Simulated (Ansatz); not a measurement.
Method: DFT PBE, scalar-relativistic, plane waves, PAW (Ansatz). All cells share a 420 eV cutoff and Γ-centred k meshes spaced about 0.3 Å⁻¹ or finer (0.25 for metals, 2π included). No spin polarisation.

All energies are static (0 K, no zero-point motion).

Two forms of Be5Te were relaxed alike.

A.

```
Be Te
1.0
     3.92968    0.00000    0.00000
    -1.96484    3.40320    0.00000
     0.00000    0.00000   10.81119
Be Te
10 2
Direct
  0.00000 0.00000 0.00000
  0.00359 0.67044 0.83623
  0.66685 0.99641 0.83623
  0.66667 0.33333 0.00020
  0.33333 0.66667 0.99980
  0.32956 0.33315 0.83623
  0.99641 0.66685 0.16377
  0.33315 0.32956 0.16377
  0.67044 0.00359 0.16377
  0.00000 0.00000 0.50000
  0.66667 0.33333 0.63004
  0.33333 0.66667 0.36996
```

B.

```
Be Te
1.0
     4.01268    0.00000    0.00000
    -2.00634    3.47508    0.00000
     0.00000    0.00000   13.91975
Be Te
10 2
Direct
  0.66667 0.33333 0.01907
  0.66649 0.99176 0.88948
  0.33333 0.66667 0.02041
  0.32526 0.33351 0.88948
  0.00000 0.00000 0.02029
  0.18884 0.33331 0.14843
  0.66669 0.85552 0.14843
  0.14448 0.81116 0.14843
  0.00825 0.67474 0.88948
  0.66667 0.33333 0.57574
  0.00000 0.00000 0.56092
  0.66667 0.33333 0.26384
```

Task: Which form is favoured at zero pressure, and by what margin per atom?

Result: B is lower, by 7 meV/atom. A has space group P321 (No. 150), 12.0 Å³/atom and no gap on its mesh; B has space group P3 (No. 143), 16.2 Å³/atom and a gap of 0.18 eV. Counting Be atoms around Te (those within 1.25 times the shortest such distance or 1.15 times the sum of covalent radii, 1.27 where that leaves under three; a slash parts the counts of unlike sites), A has Te 6 and B has Te 3/6. Even the lower one lies +0.15 eV/atom against the reference forms of the elements (uncorrected), so neither is stable at this level. In A, around Be on a site of symmetry 32 lie 12 Be at 2.20–2.27 Å; Be on a site of symmetry 1 is surrounded by 9 Be at 2.20–2.29 Å and 1 Te at 2.59 Å; around Te lie 6 Be at 2.59–2.67 Å; 2 more sites not described. In B, Be on a site of symmetry 3 is surrounded by 9 Be at 2.27–2.32 Å and 6 Be at 2.63–2.76 Å; Be on a site of symmetry 1 is surrounded by 9 Be at 2.25–2.37 Å; around Te on its first site lie 3 Be at 2.33 Å; 5 more sites not described. Both come from trial cells of a structure search.

The k mesh leaves some 4 meV/atom of noise in the energy of each metallic cell. These runs have no spin–orbit coupling, which can matter for Te. Kohn–Sham gaps at this level usually fall short of measured ones. The missing spin–orbit coupling can work the other way here. Small gaps are read on the mesh alone, and bands can cross between its points. With atoms moved at random, A and B came back.
